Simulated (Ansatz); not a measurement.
# ZnS: the cost of one run

Method: DFT PBEsol, scalar-relativistic, in Ansatz 0.2.0.

## (1) The starting structure

It takes space group P6_3mc (No. 186, hexagonal). Conventional cell: a = 3.811 Å, b = 3.811 Å, c = 6.234 Å, α = 90.00°, β = 90.00°, γ = 120.00°. Around Zn (site symmetry 3m) lie 4 S at 2.31 to 2.40 Å. S (site symmetry 3m) has 4 Zn at 2.31 to 2.40 Å as nearest neighbours.

Coordinates:

```xyz
4
Lattice="3.8110 0.0000 0.0000 -1.9055 3.3004 0.0000 0.0000 0.0000 6.2340" Properties=species:S:1:pos:R:3 pbc="T T T"
Zn    0.0000    2.2003    0.0000
Zn    1.9055    1.1001    3.1170
S     0.0000    2.2003    2.4001
S     1.9055    1.1001    5.5171
```

Atoms are numbered in the order of the input: Zn1, Zn2, S3, S4.

## (2) After the deformation

Space group P6_3mc before, P1 after.

## (3) Full-potential LAPW

input.yaml reads:

```yaml
crystal:
  lattice:
    - [3.8109987816, -0.0571649817, -0.0571649817]
    - [-1.9550057172, 3.3290042495, -0.0209238355]
    - [-0.09351, -0.09351, 6.234]
  atoms:
    - { symbol: Zn, position: [0.3333333333, 0.6666666667, 0.0] }
    - { symbol: Zn, position: [0.6666666667, 0.3333333333, 0.5] }
    - { symbol: S, position: [0.3333333333, 0.6666666667, 0.385] }
    - { symbol: S, position: [0.6666666667, 0.3333333333, 0.885] }
kpoints:
  mp_grid: { grid: [8, 8, 5] }
  band_path:
    path:
      - [0.0, 0.0, 0.0]
      - [0.0, 0.0, 0.5]
      - [-0.5, 0.5, 0.0]
      - [0.0, 0.0, 0.0]
      - [0.0, -0.5, 0.0]
      - [-0.5, 0.0, 0.5]
      - [0.0, 0.0, 0.0]
      - [-0.5, 0.0, 0.0]
      - [0.0, -0.5, 0.5]
    npoints: 5
scf:
  occupations: { method: fermi_dirac, width: 0.03 }
hamiltonian:
  xc: pbesol
  pseudopotentials: { kind: all_electron, lapw: { basis_error: 0.001 } }
output:
  forces: true
  stress: true
  eigenvalues: true
```

On the command line:

```
$ ansatz run input.yaml --threads 1 --pin off --max-ram 6144MiB --backend cpu --events-out ev --progress --plain --runs-dir out
```

What time and memory should one allow on 1 thread of Intel Xeon Platinum 8488C (Sapphire Rapids), shared host?

About 3.4 min, with a peak of 1 GiB.
